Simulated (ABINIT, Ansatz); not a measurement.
# KBr (Fm-3m): third-order response, part 3 of 3

Aim: Raman and infrared lines of KBr (Fm-3m).

ABINIT 10.8.3; DFT LDA, scalar-relativistic, plane waves, PseudoDojo norm-conserving pseudopotentials.

So far. Step 5 (Zone-centre response): The acoustic modes at Γ come out as far as 0.4 cm⁻¹ from zero, where they should vanish, a small numerical error; the Born charges miss their sum rule by 3.8e-4 e, which is good. Step 6 (Zone-centre analysis): The rule moves no optical mode by more than 0.1 cm⁻¹.

### Step 8. The same in Ansatz

The same cell, potentials and cutoff go through another code, on another k mesh. Its k mesh is centred on Γ.

This step: DFT LDA, scalar-relativistic, plane waves, PseudoDojo norm-conserving pseudopotentials (Ansatz 0.2.0).

The input, input.yaml:

```yaml
crystal:
  lattice:
    - [-3.1850567283, 0.0, 3.1850567283]
    - [0.0, 3.1850567283, 3.1850567283]
    - [-3.1850567283, 3.1850567283, 0.0]
  atoms:
    - { symbol: K, position: [0.0, 0.0, 0.0] }
    - { symbol: Br, position: [0.5, 0.5, 0.5] }
kpoints:
  mp_grid: { grid: [6, 6, 6] }
hamiltonian:
  xc: lda
  pseudopotentials: { kind: nc, accuracy: standard }
scf:
  occupations: { method: fixed }
output:
  eigenvalues: true
basis:
  ecutwfc: 870.764
phonons:
  method: dfpt
  dielectric: true
  rigid_motions: translations
  raman: true
```

On the command line:

```console
$ ansatz run input.yaml --threads 4 --pin off --max-ram 8192MiB --backend cpu --events-out ev --progress --plain --runs-dir out
```

The program printed:

```text
Warning: basis.ecutwfc = 870.764 eV is below the records' recommended 979.609905 eV, and the density's cutoff is lower with it unless basis.ecutrho_ratio is high enough to keep the records' density cutoff: compare with a run at a higher cutoff
Engine: ansatz 0.2.0, x86_64-unknown-linux-gnu
Pseudopotentials: kind: nc
Pseudopotential: K, nc, valence charge 9, recommended cutoff 979.609905 eV (normal), K.nc.azcp (PseudoDojo's, or run here from an input of PseudoDojo's; its table is named by hamiltonian.pseudopotentials.accuracy)
Pseudopotential: Br, nc, valence charge 7, recommended cutoff 598.650497 eV (normal), Br.nc.azcp (PseudoDojo's, or run here from an input of PseudoDojo's; its table is named by hamiltonian.pseudopotentials.accuracy)
Functional definition: SPW92
  exchange = slater_x
  correlation = pw_c
Crystal: 2 atoms, lattice volume = 64.622 Å³
Basis set: ecut = 870.764 eV, 3719 PW (Γ), exchange–correlation on 90×90×90 points (8 copies of the dense FFT grid, shifted against one another)
Bands: 12, of which v1, the nominal top of the filled ones, is band 8 counted from 1 (7 counted from 0)
Symmetry: 48 space group operations
k-points: 30 of 216 (irreducible under 8 space group operations, time reversal used)
Non-local potential: K, projectors of the file, l = 0: 2, l = 1: 2, l = 2: 2
Non-local potential: Br, projectors of the file, l = 0: 2, l = 1: 2, l = 2: 2
Initial density: superposition of atomic densities (chi_scale 0.1, normalization cell, long waves kept (reshape's long-wave potential 0.00 eV rms))
Initial wavefunctions: pseudopotential atomic-orbital guess
Functional: x = slater, c = lda
SCF iter   1: F=—  HF=-1247.903957 eV  |F-HF|=—  |Δ(HF+E_count)|=         —  Δρ=3.86e-2  dr2=1.57e0  ethr=3.10e-3  ⟨swp⟩=6.5  Hψ=2365  notcnv=0  defer=57
preconditioner: auto → none  [insulator: Δε(μ)=3.460 eV  Ē_g=14.761 eV  n_scr=14 (ndim 8)  ℏωp=17.3 eV  f_vac=0.000  ε∞_Penn≈2.4]
SCF iter   2: F=—  HF=-1247.206424 eV  |F-HF|=—  |Δ(HF+E_count)|=   6.98e-1  Δρ=8.57e-3  dr2=6.86e-2  ethr=3.10e-3  ⟨swp⟩=3.9  Hψ=1110  notcnv=0  defer=56
SCF iter   3: F=—  HF=-1247.187335 eV  |F-HF|=—  |Δ(HF+E_count)|=   1.91e-2  Δρ=3.78e-3  dr2=8.66e-3  ethr=4.29e-4  ⟨swp⟩=3.1  Hψ=590  notcnv=0  defer=60
SCF iter   4: F=—  HF=-1247.186027 eV  |F-HF|=—  |Δ(HF+E_count)|=   1.31e-3  Δρ=9.83e-4  dr2=9.57e-4  ethr=5.41e-5  ⟨swp⟩=3.0  Hψ=459  notcnv=0  defer=58
SCF iter   5: F=—  HF=-1247.185920 eV  |F-HF|=—  |Δ(HF+E_count)|=   1.07e-4  Δρ=1.14e-4  dr2=1.11e-5  ethr=5.98e-6  ⟨swp⟩=3.9  Hψ=664  notcnv=0  defer=58
SCF iter   6: F=—  HF=-1247.185926 eV  |F-HF|=—  |Δ(HF+E_count)|=   5.20e-6  Δρ=1.62e-5  dr2=2.33e-7  ethr=6.95e-8  ⟨swp⟩=2.5  Hψ=570  notcnv=0  defer=58
SCF iter   7: F=—  HF=-1247.185964 eV  |F-HF|=—  |Δ(HF+E_count)|=   3.88e-5  Δρ=1.48e-6  dr2=8.15e-10  ethr=1.46e-9  ⟨swp⟩=2.2  Hψ=590  notcnv=0  defer=52
SCF iter   8: F=-1247.185964 eV  HF=-1247.185964 eV  |F-HF|=2.55e-11  |Δ(HF+E_count)|=   1.16e-9  Δρ=2.47e-7  dr2=3.17e-11  ethr=1.00e-12  ⟨swp⟩=14.8  Hψ=3696  notcnv=0
SCF 1 converged in 8 iterations: F = -1247.185964 eV  dr2 = 3.17e-11
NSCF: frozen V_eff on 3 k-points
DFPT response loops at Γ: preconditioner auto → none (the input reference at scf.mixing.eps_inf says where Resta's filter doesn't serve); β = 0.50; Broyden in place of MSR1
── the response to a field inside a basis, on 8×8×8 k-points: an SCF that follows is theirs, and a resumed run solves both again ──
Bands: 9, of which v1, the nominal top of the filled ones, is band 8 counted from 1 (7 counted from 0)
k-points: 60 of 512 (irreducible under 12 space group operations)
Initial density: handed on by an earlier stage of this run
Initial wavefunctions: pseudopotential atomic-orbital guess (no wavefunctions were taken with the density)
Eigensolver: Dense (60 Hₖ)
SCF iter   1: F=—  HF=-1247.185117 eV  |F-HF|=—  |Δ(HF+E_count)|=         —  Δρ=1.66e-4  dr2=1.49e-6  ethr=1.00e-1
preconditioner: auto → none  [insulator: Δε(μ)=4.467 eV  Ē_g=13.067 eV  n_scr=14 (ndim 8)  ℏωp=17.3 eV  f_vac=0.030  ε∞_Penn≈2.7]
SCF iter   2: F=—  HF=-1247.185118 eV  |F-HF|=—  |Δ(HF+E_count)|=   1.06e-6  Δρ=8.29e-5  dr2=3.63e-7  ethr=9.28e-9
SCF iter   3: F=—  HF=-1247.185118 eV  |F-HF|=—  |Δ(HF+E_count)|=   3.79e-7  Δρ=3.14e-6  dr2=6.63e-9  ethr=2.27e-9
SCF iter   4: F=-1247.185118 eV  HF=-1247.185118 eV  |F-HF|=2.39e-11  |Δ(HF+E_count)|=   2.20e-9  Δρ=2.96e-7  dr2=5.22e-11  ethr=4.14e-11
SCF 1 converged in 4 iterations: F = -1247.185118 eV  dr2 = 5.22e-11
DFPT response loops at Γ: mixed as the last ones told, above
DFPT response loops at Γ: mixed as the last ones told, above
SCF converged after 8 iterations
Free energy (F): -1247.185964 eV
Harris-Foulkes:  -1247.185964 eV  (|F-HF|=2.55e-11)
Internal energy: -1247.185964 eV  (E = F + TS)
E sigma→0 (E₀):  -1247.185964 eV
Fermi energy:    1.613171 eV
--- Per-component energies (eV) ---
  E_band       = -123.145638
  E_kinetic    = 400.239855
  E_local      = -932.270831  (includes V_loc(G=0)·N_el)
  E_nonlocal   = 179.553622
  E_hartree    = 245.376141
  E_xc         = -311.228780
  E_vxc        = -261.420430  (∫ρ·V_xc dr)
  E_ewald      = -828.855972
  E_smearing   = -0.000000  (= −TS)
  E_closure    = -0.000000  (closes the sum)
  Σ components = -1247.185964   (vs F -1247.185964, Δ=0.00e0)
--- Band table (eV; the first three rows and the last of 30) ---
  k-point 0: bands = [... 4 lower, -9.3284, 1.6132, 1.6132, 1.6132, 5.9376, 8.9676, 8.9676, 8.9676]
  k-point 1: bands = [... 4 lower, -9.2508, 1.1401, 1.4905, 1.4905, 6.6876, 8.8351, 9.3304, 9.3304]
  k-point 2: bands = [... 4 lower, -9.1060, 0.4266, 1.2646, 1.2646, 7.7630, 9.3004, 10.3016, 10.3016]
  k-point 29: bands = [... 4 lower, -9.3885, 0.6504, 1.2793, 1.2793, 7.0311, 8.8749, 10.9719, 11.3517]
--- Phonons (Γ-DFPT): 2 representative perturbations + reference, on 30 of 216 k-points (Σ response iterations 7) ---
  k mesh reduced under 8 symmetry operations, with k and −k counted as one. Each operation leaves every solved perturbation unchanged. A smaller set is not considered because the run solves the response to a homogeneous field
  ASR residual: 9.755e-4 → 0.000e0 eV/Å²; symmetrization residual: 1.361e-6 eV/Å²
  ASR residual per site (eV/Å²): 9.75e-4 6.29e-5
  Γ frequencies (cm⁻¹): 0.00 0.00 0.00 130.03 130.03 130.03
  ε∞ (high-frequency dielectric tensor):
        2.760497     0.000000     0.000000
        0.000000     2.760497     0.000000
        0.000000     0.000000     2.760497
  ε⁰ (static dielectric tensor: ions relaxed, cell fixed):
        4.844681     0.000000    -0.000000
        0.000000     4.844681     0.000000
       -0.000000     0.000000     4.844681
  ε⁰ − ε∞ (ionic part):
        2.084184     0.000000    -0.000000
        0.000000     2.084184     0.000000
       -0.000000     0.000000     2.084184
  softest optical mode at Γ: 130.03 cm⁻¹; the repairs (sum rule, projections) moved no ω² at Γ by more than (2.62 cm⁻¹)²
  Born effective charges Z* (e; rows j = field, columns β = displacement):
    site 0:
         1.10223    0.00000   -0.00000
        -0.00000    1.10223    0.00000
         0.00000    0.00000    1.10223
    site 1:
        -1.10223   -0.00000    0.00000
         0.00000   -1.10223   -0.00000
        -0.00000   -0.00000   -1.10223
  Z* charge neutrality: 2.332e-4 e pre-enforcement
  solved inside a basis spanned on kpoints, on 8×8×8 k-points: ε∞ is read to err by 5.3e-3, Z* by 9.6e-3 e (field_mesh: kpoints solves on kpoints); Z* is corrected for what the basis lacks
  Raman tensors (in the event stream and the table raman_tensors.tsv): an entry may err by 1.4e-3 Å², one of the second-order susceptibility by 1.2e-20 pm/V (basis, points and sum rule); their sum over the sites missed zero by 9.882e-21 Å² ahead of its enforcement
  optical modes at Γ without the LO–TO term, one row a degenerate level:
      ω (cm⁻¹)  modes    IR ((D/Å)²/amu)  static Raman (Å⁴/amu)  depolarisation
        130.03      3             3.2030                 0.0000               —
  optical modes at Γ + LO–TO along q̂ = [1.0000, 0.0000, 0.0000]:
      ω (cm⁻¹)  modes    IR ((D/Å)²/amu)  static Raman (Å⁴/amu)  depolarisation
        130.03      2             2.1353                 0.0000               —
        172.26      1             1.0677                 0.0000               —
  optical modes at Γ + LO–TO along q̂ = [0.0000, 1.0000, 0.0000]:
      ω (cm⁻¹)  modes    IR ((D/Å)²/amu)  static Raman (Å⁴/amu)  depolarisation
        130.03      2             2.1353                 0.0000               —
        172.26      1             1.0677                 0.0000               —
  optical modes at Γ + LO–TO along q̂ = [0.0000, 0.0000, 1.0000]:
      ω (cm⁻¹)  modes    IR ((D/Å)²/amu)  static Raman (Å⁴/amu)  depolarisation
        130.03      2             2.1353                 0.0000               —
        172.26      1             1.0677                 0.0000               —
```

It took 36 s on 4 threads of Intel Xeon 6975P-C (Granite Rapids), shared host; peak memory 1.2 GiB.

This step gave:

```yaml
sum_rule_residual_before_enforcement: 9.75e-4 eV/Å²
miss_of_the_charge_sum_rule: 2.33e-4 e
estimated_error_of_the_dielectric_tensor: 0.005303
estimated_error_of_the_born_charges: 0.009636 e
mean_high_frequency_dielectric_constant: 2.760
mean_static_dielectric_constant: 4.845
```

Transverse modes. Infrared lines, with heights relative to the strongest:

```
position (cm⁻¹)  label  IR intensity ((D/Å)²/amu), degenerate modes summed, relative
            130    T1u                                                           100
```

### Step 9. Side by side: ABINIT PseudoDojo and Ansatz, PseudoDojo

Worked out from the results:

| Quantity | Value |
| --- | --- |
| root-mean-square difference | 0.01 cm⁻¹ |
| largest difference | 0.01 cm⁻¹ |

Frequencies side by side, by row:

| q (reciprocal lattice) | mode | ABINIT PseudoDojo (cm⁻¹) | Ansatz, PseudoDojo (cm⁻¹) |
| --- | --- | --- | --- |
| 0 0 0 | 1 | 0 | 0 |
| 0 0 0 | 2 | 0 | 0 |
| 0 0 0 | 3 | 0 | 0 |
| 0 0 0 | 4 | 130 | 130 |
| 0 0 0 | 5 | 130 | 130 |
| 0 0 0 | 6 | 130 | 130 |

The two runs side by side. Further quantities:

| quantity | ABINIT PseudoDojo | Ansatz, PseudoDojo |
| --- | --- | --- |
| mean ε∞ | 2.759 | 2.76 |
| largest Born charge in size (e; the first before, the second after the charge sum rule) | 1.102 | 1.102 |
| summed IR intensity ((D/Å)²/amu) | 3.201 | 3.203 |
| summed Raman activity (Å⁴/amu) | 0 | 0 |

At the zone centre the largest difference (acoustic modes at Γ apart) is 0.008 % of the highest mode.

### Step 10. What came out

| Quantity | Value |
| --- | --- |
| space group after relaxation | Fm-3m |
| volume per atom | 32.3 Å³ |
| highest optical zone-centre mode (no LO-TO term) | 130.0 cm⁻¹ |
| highest mode moved by the LO-TO term | 172.3 cm⁻¹ |
| mean high-frequency dielectric constant | 2.76 |
| largest Born charge in size (third of the trace) | 1.10 e |
| mean static dielectric constant | 4.84 |
| imaginary optical modes at the zone centre (no q mesh in this session) | none |
| largest difference from Ansatz, PseudoDojo | 0.01 cm⁻¹ |

In words: No mode is Raman active in this structure; the strongest infrared line lies at 130 cm⁻¹. At the LDA level the optical modes of KBr (Fm-3m) at the zone centre (no LO-TO term) lie at 130 cm⁻¹. Along the directions run, the highest mode that the macroscopic field moves lies at 172 cm⁻¹. Lattice motion raises the mean dielectric constant from 2.759 to 4.842. The Born charge of K is 1.102 e against a formal charge of +1, somewhat above it. The Lyddane-Sachs-Teller relation holds: (ωLO/ωTO)² is 1.75 and ε₀/ε∞ is 1.75. ABINIT PseudoDojo and Ansatz, PseudoDojo agree to 0.01 cm⁻¹ (0.008 % of the highest mode compared) on all solved modes but the acoustic ones at Γ, without the LO-TO term. These are harmonic frequencies at zero temperature: anharmonic shifts and linewidths and thermal expansion are left out. Ansatz warns that the cutoff lies 11 % under the one recommended for these files; agreement at one cutoff is not convergence.

[Host names and launcher messages were left out of these logs when they were recorded.]

[Logs are printed without paths, hosts, clocks, repeated set-up lines and the standing remarks that a program may print on its own settings, such as how far it seeks lower states.]

[Hosts, paths, dates, database ids (printed as entryN), source tags and the programs' standing remarks are cut or masked in the printed files.]
